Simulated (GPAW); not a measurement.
# Pd (P6_3/mmc) in GPAW: reference runs

Aim: a first look at Pd with PBEsol, on the cell as given and on a disturbed one.

All numbers are computed with GPAW 26.7.0; they aren't measurements. Logs are shortened: lines on timing, memory, paths and dates and some standing lists are left out, and cuts for length are marked. The log counts tension as positive stress, the text compression.

## (1) The structure

It takes space group P6_3/mmc (No. 194, hexagonal). The conventional cell has a = 2.784 Å, b = 2.784 Å, c = 4.629 Å, α = 90.00°, β = 90.00°, γ = 120.00°. Pd (site symmetry -6m2) is surrounded by 12 Pd at 2.78 to 2.82 Å.

This isn't the form of Pd at room conditions, which is fcc.

## (2) Single point, PBEsol

The input, run.py:

```python
from ase import Atoms
from ase.dft.bandgap import bandgap
from ase.io import write
from ase.units import Bohr, GPa
from gpaw import GPAW, PW, setup_paths
from gpaw.elf import elf_from_dft_calculation

setup_paths.insert(0, '.')

atoms = Atoms(['Pd', 'Pd'],
              cell=[[2.7836650458, 0.0, 0.0],
                    [-1.3918325229, 2.4107246453, 0.0],
                    [0.0, 0.0, 4.628893]],
              scaled_positions=[[0.3333333333, 0.6666666667, 0.25],
                                [0.6666666667, 0.3333333333, 0.75]],
              pbc=True)

calc = GPAW(mode=PW(600),
            xc='PBEsol',
            kpts={'size': (11, 11, 6), 'gamma': True},
            occupations={'name': 'fermi-dirac', 'width': 0.05},
            nbands=29,
            convergence={'density': 1e-05, 'energy': 1e-05},
            maxiter=150,
            txt='gpaw.txt')
atoms.calc = calc
energy = atoms.get_potential_energy()
forces = atoms.get_forces()
stress = atoms.get_stress()
calc.write('gs.gpw')
write('result.traj', atoms)
print(f'Energy: {energy:.6f} eV')
print('Forces (eV/A):')
print(forces.round(4))
print('Stress (GPa):', (stress / GPa).round(3))
print('Fermi level:', round(calc.get_fermi_level(), 4), 'eV')
print(f'Gap: {bandgap(calc)[0]:.4f} eV, direct: {bandgap(calc, direct=True)[0]:.4f} eV')

# fields on the real-space grid
write('density.cube', atoms, data=calc.get_pseudo_density() * Bohr**3)
write('potential.cube', atoms, data=calc.get_electrostatic_potential())
write('elf.cube', atoms, data=elf_from_dft_calculation(calc).data)
```

Potentials or basis: PAW data sets generated in the run's folder for this functional, pw.

The run is started by

```
$ gpaw-setup -f PBEsol Pd
$ OMP_NUM_THREADS=1 python run.py
```

gpaw.txt:

```text
__  _  _
 | _ |_)|_||  |
 |__||  | ||/\| - 26.7.0

Input parameters:
  mode=PW(ecut=600.0),
  convergence={'density': 1e-05, 'energy': 1e-05},
  kpts=MonkhorstPack(size=(11, 11, 6), gamma=True),
  maxiter=150,
  nbands=29,
  occupations=Occupations(name='fermi-dirac', width=0.05),
  xc=XC(name='PBEsol')

Diagonalizing LCAO Hamiltonian
Converting LCAO to pw mode

          Pd

        Pd

Atoms  # Å, Bohr magnetons
|   | symbol |         x |        y |        z |    initial magnetic moments |
|---|--------|-----------|----------|----------|-----------------------------|
| 0 |     Pd | -0.000000 | 1.607150 | 1.157223 | ( 0.0000,  0.0000,  0.0000) |
| 1 |     Pd |  1.391833 | 0.803575 | 3.471670 | ( 0.0000,  0.0000,  0.0000) |

Unit cell  # Å
| periodic |         x |        y |        z |  lengths |     angles |
|----------|-----------|----------|----------|----------|------------|
|      yes |  2.783665 | 0.000000 | 0.000000 | 2.783665 |  90.000000 |
|      yes | -1.391833 | 2.410725 | 0.000000 | 2.783665 |  90.000000 |
|      yes |  0.000000 | 0.000000 | 4.628893 | 4.628893 | 120.000000 |

Number of symmetries: 12
Symmetry operations  # r_c * U_cc + t_c -> r_c
|    | kind |            matrix            |
|----|------|------------------------------|
|  0 |  σ   |  1, 1, 0,  0,-1, 0,  0, 0, 1 |
|  1 |  S6  |  1, 1, 0, -1, 0, 0,  0, 0,-1 |
|  2 |  E   |  1, 0, 0,  0, 1, 0,  0, 0, 1 |
|  3 |  C2  |  1, 0, 0, -1,-1, 0,  0, 0,-1 |
|  4 |  C2  |  0, 1, 0,  1, 0, 0,  0, 0,-1 |
|  5 |  C3  |  0, 1, 0, -1,-1, 0,  0, 0, 1 |
|  6 |  S6  |  0,-1, 0,  1, 1, 0,  0, 0,-1 |
|  7 |  σ   |  0,-1, 0, -1, 0, 0,  0, 0, 1 |
|  8 |  σ   | -1, 0, 0,  1, 1, 0,  0, 0, 1 |
|  9 |  i   | -1, 0, 0,  0,-1, 0,  0, 0,-1 |
| 10 |  C3  | -1,-1, 0,  1, 0, 0,  0, 0, 1 |
| 11 |  C2  | -1,-1, 0,  0, 1, 0,  0, 0,-1 |

BZ-sampling:
  Number of BZ points: 726
  Number of IBZ points: 84

  Monkhorst-Pack size: [11, 11, 6]
  Monkhorst-Pack shift: [0.0, 0.0, 0.08333333333333333]

K-points  # in reciprocal-cell coordinates
|     |                                coordinates |     weight |
|-----|--------------------------------------------|------------|
|   0 | (  0.00000000,   0.00000000,   0.00000000) | 0.00137741 |
|   1 | (  0.00000000,   0.00000000,   0.16666667) | 0.00275482 |
|   2 | (  0.00000000,   0.00000000,   0.33333333) | 0.00275482 |
|   3 | (  0.00000000,   0.00000000,   0.50000000) | 0.00137741 |
|   4 | (  0.09090909,   0.00000000,  -0.33333333) | 0.00826446 |
|   5 | (  0.09090909,   0.00000000,  -0.16666667) | 0.00826446 |
|   6 | (  0.09090909,   0.00000000,   0.00000000) | 0.00826446 |
|   7 | (  0.09090909,   0.00000000,   0.16666667) | 0.00826446 |
|   8 | (  0.09090909,   0.00000000,   0.33333333) | 0.00826446 |
|   9 | (  0.09090909,   0.00000000,   0.50000000) | 0.00826446 |
| ... |                                            |            |
|  83 | (  0.45454545,   0.45454545,   0.50000000) | 0.00826446 |

Plane wave coefficients: 1061
Cutoff: 600.0 eV

Spin-components: 1 (collinear spins)
Bands:           29
Projectors:      12
Spin-degeneracy: 2
Datatype:        complex128

Parallelization:
  kpt:    1
  domain: 1
  band:   1

Density:
  Valence electrons: 32.0
  Components: 1
  Grid points: [16 16 27]
  Charge: 0.0  # |e|

Potential:
  Grid points: [16 16 27]

species:
  Pd:
    name:    Palladium
    Z:       46.0
    valence: 16
    core:    30
    charge:  0.0  # [|e|]
    compensation charges:
      type: gauss
      rc: 0.38  # [Å]
      lmax: 2
    cutoffs:
      filter: 2.38  # [Å]
      core: 2.28  # [Å]
    projectors
    | kind |    occ | energy [eV] | rcut [Å] |
    |------|--------|-------------|----------|
    |   5s |  0.000 |      -3.290 |    1.228 |
    |   4p |  6.000 |     -51.151 |    1.360 |
    |   5p |  0.000 |      -0.235 |    1.360 |
    |   4d | 10.000 |      -4.049 |    1.228 |
    |    s |        |      23.922 |    1.228 |
    |    d |        |      23.162 |    1.228 |

    Using partial waves for Pd as LCAO basis

Reference energy: -274321.200371  # eV

eigensolver:
  PPCG
  Converge bands: occupied
  niter=2

density mixing:
  MSR1-Mixer
  Pratt-step length: 0.05
  Maximum mixing coefficient: 0.75
  Old densities: 10
  SVD Regularization: 0.005
  Good broyden scale: 1.0
  Trust region scale: 1.0
  Backstep threshold: 4.0
  History deletion threshold: 6.0
  Fourier metric: weight=20.0, sigma=0.015

occupation numbers:
  Fermi-Dirac:
    width: 0.0500  # eV

poisson solver:
  ecut: 4800.0  # eV

xc functional:
  name: PBEsol with 2 nearest neighbor stencil

convergence criteria:
- Maximum integral of absolute [dens]ity change: 1e-05 electrons / valence electron
- Maximum [total energy] change in last 3 cyles: 1e-05 eV / valence electron
- Maximum integral of absolute [eigenst]ate change: 4e-08 eV^2 / valence electron
maximum number of iterations: 150

SCF iterations
|iter     | |      energy | eigst |  dens |
|---------|-|-------------|-------|-------|
|iter:   1| |  -11.316587 | +0.06 |       |
|iter:   2| |  -10.739529 | -2.32 | -0.95 |
|iter:   3| |   -9.067848 | -1.18 | -1.01 |
|iter:   4| |   -9.047423 | -3.12 | -1.98 |
|iter:   5| |   -9.040346 | -3.64 | -2.16 |
|iter:   6| |   -9.040353 | -5.87 | -3.66 |
|iter:   7| |   -9.040358c| -6.65 | -4.18 |
|iter:   8| |   -9.040358c| -7.72c| -4.89 |
|iter:   9| |   -9.040358c| -8.32c| -5.38c|

Converged in 9 steps
Energy contributions relative to reference atoms: (reference = -274321.200371)

Energy contributions:
  Kinetic:         -15.333310
  Coulomb:           4.742268
  Zero:             -0.310196
  External:          0.000000
  Xc:                1.884962
  Entropy:          -0.048162
  Spinorbit:         0.000000
  ----------------------------
  Free energy:      -9.064438
  Extrapolated:     -9.040358

dipole moment: (-0.000000, -0.000001, -0.000001)  # |e|*Ang

Fermi level: 8.526
Eigenvalues  # (at kpt = [0.000, 0.000, 0.000])
| band index |      eig [eV] | occ [0-2] |
|------------|---------------|-----------|
|          0 |       -41.268 |     2.000 |
|        ... |               |           |
|          9 |         5.977 |     2.000 |
|         10 |         5.977 |     2.000 |
|         11 |         6.306 |     2.000 |
|         12 |         6.306 |     2.000 |
|         13 |         6.959 |     2.000 |
|         14 |         6.959 |     2.000 |
[... 8 lines left out ...]
|         23 |        30.972 |     0.000 |
|         24 |        32.829 |     0.000 |
|        ... |               |           |
|         28 |        34.153 |     0.000 |

No gap
No difference between direct/indirect transitions

Forces  # eV/Ang
|        x |        y |        z |
|----------|----------|----------|
| -0.00000 | -0.00000 |  0.00006 |  # Pd   0
|  0.00000 |  0.00000 | -0.00006 |  # Pd   1

Stress tensor  # eV/Ang^3
|         x |        y |        z |
|-----------|----------|----------|
|  0.063392 | 0.000000 | 0.000000 |
| -0.000000 | 0.063392 | 0.000000 |
|  0.000000 | 0.000000 | 0.060152 |

# Writing to gs.gpw (mode='')
```

Wall time 36 s (1 thread of Arm Neoverse V2, shared host); peak memory 0.18 GiB.

Results:

- Free energy: -9.0644 eV
- Pressure: -10.0 GPa
- Band gap on the k mesh: none (metal or under the smearing width)

Stress tensor (GPa, compression positive):
```
-10.16   0.00   0.00
  0.00 -10.16   0.00
  0.00   0.00  -9.64
```

Levels at points of the mesh, in eV from the Fermi level:
| k point | band 14 | band 15 | band 16 | band 17 | band 18 | band 19 |
| --- | --- | --- | --- | --- | --- | --- |
| (0.00, 0.00, 0.00) | -1.57 | -1.57 | -0.23 | -0.23 | 0.86 | 6.60 |
| (0.00, 0.00, 0.50) | -2.59 | -0.66 | -0.66 | -0.66 | -0.66 | 13.74 |

## (3) Single point, PBEsol (atoms moved at random, drawn with an rms of 0.05 Å)

run.py: that of step 2 with these lines changed.

```diff
@@ -3,5 +3,4 @@
 from ase.io import write
-from ase.units import Bohr, GPa
+from ase.units import GPa
 from gpaw import GPAW, PW, setup_paths
-from gpaw.elf import elf_from_dft_calculation
 
@@ -13,4 +12,4 @@
                     [0.0, 0.0, 4.628893]],
-              scaled_positions=[[0.3333333333, 0.6666666667, 0.25],
-                                [0.6666666667, 0.3333333333, 0.75]],
+              scaled_positions=[[0.328501, 0.691682, 0.240991],
+                                [0.66929, 0.343987, 0.758727]],
               pbc=True)
@@ -37,6 +36 @@
 print(f'Gap: {bandgap(calc)[0]:.4f} eV, direct: {bandgap(calc, direct=True)[0]:.4f} eV')
-
-# fields on the real-space grid
-write('density.cube', atoms, data=calc.get_pseudo_density() * Bohr**3)
-write('potential.cube', atoms, data=calc.get_electrostatic_potential())
-write('elf.cube', atoms, data=elf_from_dft_calculation(calc).data)
```

Potentials or basis: PAW data sets generated in the run's folder for this functional, pw.

The run is started by

```
$ gpaw-setup -f PBEsol Pd
$ OMP_NUM_THREADS=1 python run.py
```

Wall time 2.7 min (1 thread of Arm Neoverse V2, shared host); peak memory 0.37 GiB.

It converged, with:

```yaml
Free_energy: -9.0385 eV
Pressure: -9.3 GPa
Largest_force: 0.607 eV/Å
Band_gap_on_the_k_mesh: none (metal or under the smearing width)
```

Forces in eV/Å, atoms in the order of the input:
```
Pd   0.031 -0.031  0.605
Pd  -0.031  0.031 -0.605
```

Stress tensor (GPa, compression positive):
```
-9.92  0.37  0.16
 0.37 -9.25 -0.14
 0.16 -0.14 -8.67
```

Levels at points of the mesh, in eV from the Fermi level:
```tsv
k point	band 13	band 14	band 15	band 16	band 17	band 18	band 19	band 20
(0.00, 0.00, 0.00)	-2.23	-1.65	-1.47	-0.31	-0.14	0.87	6.55	17.15
(0.00, 0.00, 0.50)	-2.59	-2.55	-0.81	-0.73	-0.58	-0.55	13.11	14.38
```
